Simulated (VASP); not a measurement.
All values below come from PBE GGA, VASP's PBE PAW potentials (set 64) (plane waves; VASP).

VASP input:

**POSCAR**
```
LiI
1
    0.0000000000     2.9817880000     2.9817880000
    2.9817880000     0.0000000000     2.9817880000
    2.9817880000     2.9817880000     0.0000000000
Li I
1 1
Direct
  0.0000000000   0.0000000000   0.0000000000
  0.5000000000   0.5000000000   0.5000000000
```

**INCAR**
```
SYSTEM = LiI
PREC = Accurate
ENCUT = 400
EDIFF = 1E-6
NELM = 100
ALGO = Normal
LREAL = .FALSE.
LASPH = .TRUE.
ISMEAR = -1
SIGMA = 0.05
GGA = PE
LMAXMIX = 4
LWAVE = .FALSE.
LCHARG = .FALSE.
ISIF = 2
```

### KPOINTS
```
Automatic mesh
0
Gamma
8 8 8
0 0 0
```

POTCAR, in this order: Li_sv I (PBE.64 set). Program: vasp_std.

Output of the run:

OUTCAR:
```
 ion  position               nearest neighbor table
   1  0.000  0.000  0.000-   2 2.98   2 2.98   2 2.98   2 2.98   2 2.98   2 2.98
   2  0.500  0.500  0.500-   1 2.98   1 2.98   1 2.98   1 2.98   1 2.98   1 2.98
  LATTYP: Found a face centered cubic cell.
 ALAT       =     5.9635760000
 Subroutine PRICEL returns:
 Original cell was already a primitive cell.
 Subroutine GETGRP returns: Found 48 space group operations
The static configuration has the point symmetry O_h .
The dynamic configuration has the point symmetry O_h .
 Subroutine INISYM returns: Found 48 space group operations
 Subroutine IBZKPT returns following result:
 Found     29 irreducible k-points:

 Following reciprocal coordinates:
            Coordinates               Weight
  0.000000  0.000000  0.000000      1.000000
  0.125000  0.000000  0.000000      8.000000
  0.250000  0.000000  0.000000      8.000000
  0.375000  0.000000  0.000000      8.000000
  0.500000  0.000000  0.000000      4.000000
  0.125000  0.125000  0.000000      6.000000
  0.250000  0.125000  0.000000     24.000000
  0.375000  0.125000  0.000000     24.000000
  0.500000  0.125000  0.000000     24.000000
 -0.375000  0.125000  0.000000     24.000000
 -0.250000  0.125000  0.000000     24.000000
 -0.125000  0.125000  0.000000     12.000000
  0.250000  0.250000  0.000000      6.000000
  0.375000  0.250000  0.000000     24.000000
  0.500000  0.250000  0.000000     24.000000
 -0.375000  0.250000  0.000000     24.000000
 -0.250000  0.250000  0.000000     12.000000
  0.375000  0.375000  0.000000      6.000000
  0.500000  0.375000  0.000000     24.000000
 -0.375000  0.375000  0.000000     12.000000
  0.500000  0.500000  0.000000      3.000000
  0.375000  0.250000  0.125000     24.000000
  0.500000  0.250000  0.125000     48.000000
 -0.375000  0.250000  0.125000     24.000000
  0.500000  0.375000  0.125000     24.000000
 -0.375000  0.375000  0.125000     48.000000
 -0.250000  0.375000  0.125000     24.000000
 -0.375000  0.500000  0.125000     12.000000
 -0.250000  0.500000  0.250000      6.000000
   k-points           NKPTS =     29   k-points in BZ     NKDIM =     29   number of bands    NBANDS=      9
   number of dos      NEDOS =    301   number of ions     NIONS =      2
   total plane-waves  NPLWV =  21952
   dimension x,y,z NGX =    28 NGY =   28 NGZ =   28
   dimension x,y,z NGXF=    56 NGYF=   56 NGZF=   56
   ions per type =               1   1
   PREC   = accura    normal or accurate (medium, high low for compatibility)
   ISTART =      0    job   : 0-new  1-cont  2-samecut
   ICHARG =      2    charge: 1-file 2-atom 10-const
   ISPIN  =      1    spin polarized calculation?
   LNONCOLLINEAR =      F non collinear calculations
   LSORBIT =      F    spin-orbit coupling
   INIWAV =      1    electr: 0-lowe 1-rand  2-diag
   ENCUT  =  400.0 eV  29.40 Ry    5.42 a.u.   6.88  6.88  6.88*2*pi/ulx,y,z
   NELM   =    100;   NELMIN=  2; NELMDL= -5     # of ELM steps
   EDIFF  = 0.1E-05   stopping-criterion for ELM
   LREAL  =      F    real-space projection
   NLSPLINE    = F    spline interpolate recip. space projectors
   LMAXMIX     =    4 max onsite mixed and CHGCAR
   VOSKOWN=      0    Vosko Wilk Nusair interpolation
   EDIFFG = 0.1E-04   stopping-criterion for IOM
   NSW    =      0    number of steps for IOM
   NBLOCK =      1;   KBLOCK =      1    inner block; outer block
   IBRION =     -1    ionic relax: 0-MD 1-quasi-New 2-CG
   NFREE  =      0    steps in history (QN), initial steepest desc. (CG)
   ISIF   =      2    stress and relaxation
   ISYM   =      2    0-nonsym 1-usesym 2-fastsym
   TEIN   =    0.0    initial temperature
   TEBEG  =    0.0;   TEEND  =   0.0 temperature during run
   SMASS  =  -3.00    Nose mass-parameter (am)
...
```

File OSZICAR:
```
       N       E                     dE             d eps       ncg     rms          rms(c)
DAV:   1     0.347661504518E+02    0.34766E+02   -0.31496E+03   522   0.810E+02
DAV:   2    -0.430680402551E+01   -0.39073E+02   -0.37726E+02   714   0.128E+02
DAV:   3    -0.584225166864E+01   -0.15354E+01   -0.15343E+01   657   0.293E+01
DAV:   4    -0.587996394872E+01   -0.37712E-01   -0.37694E-01   803   0.518E+00
DAV:   5    -0.588054859456E+01   -0.58465E-03   -0.58463E-03   682   0.550E-01    0.228E+00
DAV:   6    -0.586387818393E+01    0.16670E-01   -0.23636E-02   592   0.107E+00    0.146E+00
DAV:   7    -0.587377266804E+01   -0.98945E-02   -0.32743E-02   647   0.123E+00    0.317E-01
DAV:   8    -0.587443520296E+01   -0.66253E-03   -0.43500E-03   572   0.496E-01    0.711E-02
DAV:   9    -0.587443987690E+01   -0.46739E-05   -0.11108E-04   684   0.977E-02    0.582E-02
DAV:  10    -0.587444647145E+01   -0.65946E-05   -0.24059E-05   627   0.367E-02    0.359E-02
DAV:  11    -0.587446081349E+01   -0.14342E-04   -0.25293E-05   565   0.407E-02    0.139E-02
DAV:  12    -0.587446315246E+01   -0.23390E-05   -0.58768E-07   500   0.801E-03    0.137E-03
DAV:  13    -0.587446300508E+01    0.14738E-06   -0.22061E-07   346   0.424E-03
   1 F= -.58744630E+01 E0= -.58744630E+01  d E =-.252887E-11
```

File OUTCAR:
```
------------------------ aborting loop because EDIFF is reached ----------------------------------------
  FORCE on cell =-STRESS in cart. coord.  units (eV):
  Direction    XX          YY          ZZ          XY          YZ          ZX
  --------------------------------------------------------------------------------------
  Total       -0.0082765     -0.0082765     -0.0082765      0.0000000      0.0000000     -0.0000000
  in kB       -0.2500906     -0.2500906     -0.2500906      0.0000000      0.0000000     -0.0000000
  external PRESSURE =      -0.2500906 kB  Pullay stress =       0.0000000 kB
  volume of cell :       53.02
      direct lattice vectors                 reciprocal lattice vectors
     0.000000000  2.981788000  2.981788000    -0.167684624  0.167684624  0.167684624
     2.981788000  0.000000000  2.981788000     0.167684624 -0.167684624  0.167684624
     2.981788000  2.981788000  0.000000000     0.167684624  0.167684624 -0.167684624
 POSITION                                       TOTAL-FORCE (eV/Angst)
 -----------------------------------------------------------------------------------
      0.00000      0.00000      0.00000        -0.000000     -0.000000     -0.000000
      2.98179      2.98179      2.98179         0.000000      0.000000      0.000000
 -----------------------------------------------------------------------------------
    total drift:                                0.000000      0.000000      0.000000
  FREE ENERGIE OF THE ION-ELECTRON SYSTEM (eV)
  ---------------------------------------------------
  free  energy   TOTEN  =        -5.8744630051 eV

  energy  without entropy=       -5.8744630051  energy(sigma->0) =       -5.87446301
```
(Selected blocks of OUTCAR.)

At this cut-off the stress carries a Pulay error, which pulls relaxed volumes low.

The structure comes from a computed database's LiI entry; how it stands against other phases isn't given here. The cell was not relaxed at this level.
